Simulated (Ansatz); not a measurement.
# GaN: the cost of one run

Computed with Ansatz 0.2.0 (DFT PBE, scalar-relativistic, plane waves, PAW, unless a step's input says otherwise).

The COD entry's cell or inner coordinates are ideal or old and differ from later refinements, so a difference from it is no clean test against experiment.

## Step 1: The system as given

The structure is hexagonal, space group P6_3mc (No. 186). Conventional cell: a = 3.180 Å, b = 3.180 Å, c = 5.166 Å, α = 90.00°, β = 90.00°, γ = 120.00°. Around Ga (site symmetry 3m) lie 4 N at 1.94 to 1.95 Å. N (site symmetry 3m) is surrounded by 4 Ga at 1.94 to 1.95 Å.

As a file:

```xyz
16
Lattice="-1.5900 -2.7540 -5.1660 -1.5900 -2.7540 5.1660 -3.1800 5.5079 0.0000" Properties=species:S:1:pos:R:3 pbc="T T T"
Ga   -1.5900   -0.9180    0.0000
Ga   -3.1800    1.8360    0.0000
Ga   -3.1800   -3.6719    0.0000
Ga   -4.7700   -0.9180    0.0000
Ga   -4.7700    0.9180   -2.5830
Ga   -3.1800   -1.8360   -2.5830
Ga   -4.7700    0.9180    2.5830
Ga   -3.1800   -1.8360    2.5830
N    -1.5900   -0.9180    1.9373
N    -3.1800    1.8360    1.9373
N    -1.5900   -0.9180   -3.2288
N    -3.1800    1.8360   -3.2288
N    -4.7700    0.9180   -0.6458
N    -3.1800   -1.8360   -0.6458
N    -3.1800    3.6719   -0.6458
N    -1.5900    0.9180   -0.6458
```

The cell is taken as given, not relaxed at this level.

## Step 2: The perfect supercell on the trajectory's mesh

File input.yaml:

```yaml
crystal:
  lattice:
    - [-1.5899998302, -2.75396049, -5.166]
    - [-1.5899998302, -2.75396049, 5.166]
    - [-3.1799996605, 5.50792098, 0.0]
  atoms:
    - { symbol: Ga, position: [0.3333333333, 0.3333333333, 0.1666666667] }
    - { symbol: Ga, position: [0.3333333333, 0.3333333333, 0.6666666667] }
    - { symbol: Ga, position: [0.8333333333, 0.8333333333, 0.1666666667] }
    - { symbol: Ga, position: [0.8333333333, 0.8333333333, 0.6666666667] }
    - { symbol: Ga, position: [0.9166666667, 0.4166666667, 0.8333333333] }
    - { symbol: Ga, position: [0.9166666667, 0.4166666667, 0.3333333333] }
    - { symbol: Ga, position: [0.4166666667, 0.9166666667, 0.8333333333] }
    - { symbol: Ga, position: [0.4166666667, 0.9166666667, 0.3333333333] }
    - { symbol: "N", position: [0.1458333333, 0.5208333333, 0.1666666667] }
    - { symbol: "N", position: [0.1458333333, 0.5208333333, 0.6666666667] }
    - { symbol: "N", position: [0.6458333333, 0.0208333333, 0.1666666667] }
    - { symbol: "N", position: [0.6458333333, 0.0208333333, 0.6666666667] }
    - { symbol: "N", position: [0.7291666667, 0.6041666667, 0.8333333333] }
    - { symbol: "N", position: [0.7291666667, 0.6041666667, 0.3333333333] }
    - { symbol: "N", position: [0.2291666667, 0.1041666667, 0.8333333333] }
    - { symbol: "N", position: [0.2291666667, 0.1041666667, 0.3333333333] }
  symmetry: { detect: false }
basis:
  ecutwfc: 420
kpoints:
  mp_grid: { grid: [2, 2, 2], shift: [0.5, 0.5, 0.5] }
hamiltonian:
  xc: pbe
scf:
  occupations: { method: gaussian, width: 0.1 }
output:
  forces: true
  stress: true
  eigenvalues: true
```

Command:

```bash
ansatz run input.yaml --threads 4 --pin off --max-ram 5120MiB --backend cpu --events-out ev --progress --plain --runs-dir out
```

What time and memory should one allow on 4 threads of an Arm CPU, shared host?

About 2.2 s, with a peak of 0.57 GiB.
